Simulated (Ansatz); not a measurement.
Bi2Se3 (Paraguanajuatite) under changes of volume

One of the cells (28.378 Å³/atom); the others are scaled copies at fixed shape and fractional positions:

```
CELL_PARAMETERS angstrom
2.07150 1.19598 9.54533
-2.07150 1.19598 9.54533
0.00000 -2.39196 9.54533
ATOMIC_POSITIONS crystal
Bi 0.59920 0.59920 0.59920
Bi 0.40080 0.40080 0.40080
Se 0.78830 0.78830 0.78830
Se 0.21170 0.21170 0.21170
Se 0.00000 0.00000 0.00000
```

```yaml
Program: Ansatz 0.2.0
Functional: PBEsol
Potentials_or_basis: all-electron LAPW, scalar-relativistic
Cutoff: 207 eV (chosen from the basis error)
Basis_error_allowed: 0.002 eV/atom
k_mesh: 8 × 8 × 8
Occupations: fermi-dirac, width 0.05 eV
Spin: no spin polarisation
```

| volume (Å³/atom) | energy over the lowest point (meV/atom) | pressure (GPa) | gap on the mesh (eV) | largest force (eV/Å) |
| --- | --- | --- | --- | --- |
| 26.675 | 19.05 | 4.1 | 0.08 | 0.583 |
| 27.243 | 7.36 | 2.5 | 0.10 | 0.397 |
| 27.810 | 1.21 | 1.0 | 0.12 | 0.224 |
| 28.378 | 0.00 | -0.3 | 0.14 | 0.155 |
| 28.946 | 3.23 | -1.5 | 0.15 | 0.096 |
| 29.513 | 10.42 | -2.5 | 0.17 | 0.225 |
| 30.081 | ? | ? | ? | ? |

Task: What does the run at 30.081 Å³/atom give?

Result: Energy over the lowest point 21.17 meV/atom; pressure -3.5 GPa; gap on the mesh 0.18 eV; largest force 0.355 eV/Å.

Worked out: A Birch-Murnaghan fit of order 3 (a polynomial in V^(-2/3)) to the other rows has its minimum at 28.24 Å³/atom with B0 = V·E''(V) = 64 GPa and B' = 4.5 at fixed shape and positions, which overstates the stiffness. It gives 21.18 meV/atom at 30.081 Å³/atom, against the run's 21.17, and -dE/dV = -3.5 GPa, against -3.5.

Energies are extrapolated to zero smearing.

Caveats: spin-orbit coupling is left out, which as a rule narrows the gap of such compounds by several tenths of an eV.

A mesh can miss the band edges.
